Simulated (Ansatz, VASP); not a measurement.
# Two plane-wave programs on TiC

```
Ti C
1.0
     0.00000    2.16646    2.16646
     2.16646    0.00000    2.16646
     2.16646    2.16646    0.00000
Ti C
1 1
Cartesian
  0.0000 0.0000 0.0000
  2.1665 2.1665 2.1665
```

Alike in both runs: functional PBE; k mesh 16 × 16 × 16; occupations gaussian, width 0.1 eV; no spin polarisation.

Ansatz relaxed the structure, and its values are those at the end. VASP's run is a single point on that final structure, the one shown.

|  | VASP | Ansatz |
| --- | --- | --- |
| version | VASP 6.6.1 | Ansatz 0.2.0 |
| potentials or method | VASP PAW PBE potentials, release 64 (Ti_sv, C) | scalar-relativistic, plane waves, PAW |
| plane-wave cutoff (eV) | 520 | 420 |
| valence electrons in the cell | 16 | 16 |

|  | VASP | Ansatz | Ansatz less VASP |
| --- | --- | --- | --- |
| gap on the k mesh at the Fermi level (eV) | none | none | - |
| pressure (GPa) | 0.2 | 0.0 | -0.21 |

A gap of «none» marks a metal or a gap that the smearing closes.
